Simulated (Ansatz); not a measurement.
Reaction (ligand exchange at the Si–C bond): `CC/C=C/[SiH3]` + `O[SiH2][AlH2]` → `[AlH2][SiH2]O[SiH3]` + `C=CCC`

Program: Ansatz. Geometries: PBE0-D4/def2-TZVP. ΔE: electronic, gas phase. CBS: MP2 limit from def2 TZ/QZ plus the TZ coupled-cluster correction, frozen cores. Functionals use def2-TZVPP. B3LYP here is the variant with VWN-RPA as its local correlation; programs differ in this. One conformer a species, not always the lowest.

```tsv
level	ΔE (kJ/mol)	difference from CCSD(T)/CBS
PBE-D4	-85.1	15.2
r2SCAN-D4	-96.9	3.4
PBE0-D4	-90.9	9.4
B3LYP-D4	-102.4	-2.1
ωB97X-V	-99.3	1.0
ωB97M-V	-98.8	1.5
B2PLYP	-103.3	-3.0
PBE	-85.3	15.0
r2SCAN	-97.1	3.2
PBE0	-91.0	9.3
B3LYP	-102.6	-2.3
HF/def2-TZVPP	-120.6	-20.3
MP2/def2-TZVPP	-100.4	-0.1
SCS-MP2/def2-TZVPP	-105.1	-4.8
CCSD/def2-TZVPP	-103.6	-3.3
CCSD(T)/def2-TZVPP	-100.2	0.1
HF/def2-QZVPP	-122.6	-22.3
MP2/def2-QZVPP	-101.1	-0.8
SCS-MP2/def2-QZVPP	-105.6	-5.3
HF/CBS(def2)	-122.9	-22.6
MP2/CBS(def2)	-100.5	-0.2
CCSD/CBS(def2)	-103.7	-3.4
CCSD(T)/CBS	-100.3	0
```

Largest T1 diagnostic among the species: 0.012.

In def2-TZVPP, CCSD(T) changes the Hartree–Fock value by +20.4 kJ/mol (the triples alone add +3.4 kJ/mol) and MP2 by +20.2 kJ/mol. From PBE to PBE0 (25 % exact exchange), in def2-TZVPP and without D4, ΔE moves by −5.7 kJ/mol.

CCSD(T)/CBS has its own doubt, a few kJ/mol and more with outer-core shells, so smaller differences from it don't rank the levels.
